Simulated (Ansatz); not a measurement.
**Every step of a relaxation of Te (bcc type)**

DFT, LDA, PAW with Ansatz's default frozen-core files, scalar-relativistic (Ansatz 0.2.0); a Γ-centred 17×17×17 k mesh, Fermi–Dirac smearing of 0.08 eV, no spin polarisation. The run relaxes cell and atoms at a target pressure of 0 GPa.

Command: `ansatz run input.yaml --threads 1 --pin off --max-ram 3584MiB --backend cpu --events-out ev --progress --plain --runs-dir out` It took 14 s on 1 thread of Intel(R) Xeon(R) Platinum 8488C (Sapphire Rapids), on a shared host, peak memory 0.4 GiB.

PAW: frozen-core files, cutoff 420 eV; forces are relaxed below 0.005 eV/Å.

Each step lists its free energy a cell above the last geometry, the pressure, the cell vectors (Å), and Cartesian positions (Å) with forces (eV/Å).

The first step:

```
step 1  dF = 39.35 meV  P = -4.77 GPa
  cell -1.9354 1.9354 1.9354  1.9354 -1.9354 1.9354  1.9354 1.9354 -1.9354
  Te 0.0000 0.0000 0.0000   0.0000 0.0000 0.0000
```

Spin–orbit coupling is left out, which matters for the heavy atoms. The PAW files were made under PBE.

The symmetry of the start is kept and no stability test is made, so the end need not be the stable phase.

Where does the relaxation end, and by which steps?

After 4 geometries, with conventional a, b, c = 3.762, 3.762, 3.762 Å, at 26.611 Å³/atom (-8.24 % against the start) in space group Im-3m, with a shortest distance of 3.258 Å. The further steps:
```
step 2  dF = 2.36 meV  P = 1.50 GPa
  cell -1.8675 1.8675 1.8675  1.8675 -1.8675 1.8675  1.8675 1.8675 -1.8675
  Te 0.0000 0.0000 0.0000   0.0000 0.0000 0.0000
step 3  dF = 0.10 meV  P = -0.24 GPa
  cell -1.8829 1.8829 1.8829  1.8829 -1.8829 1.8829  1.8829 1.8829 -1.8829
  Te 0.0000 0.0000 0.0000   0.0000 0.0000 0.0000
step 4  dF = 0.00 meV  P = -0.01 GPa
  cell -1.8808 1.8808 1.8808  1.8808 -1.8808 1.8808  1.8808 1.8808 -1.8808
  Te 0.0000 0.0000 0.0000   0.0000 0.0000 0.0000
step 5  dF = 0.64 meV  P = -0.02 GPa  (same geometry on a basis chosen anew; earlier energies don't compare to the last digit)
  cell -1.8808 1.8808 1.8808  1.8808 -1.8808 1.8808  1.8808 1.8808 -1.8808
  Te 0.0000 0.0000 0.0000   0.0000 0.0000 0.0000
```
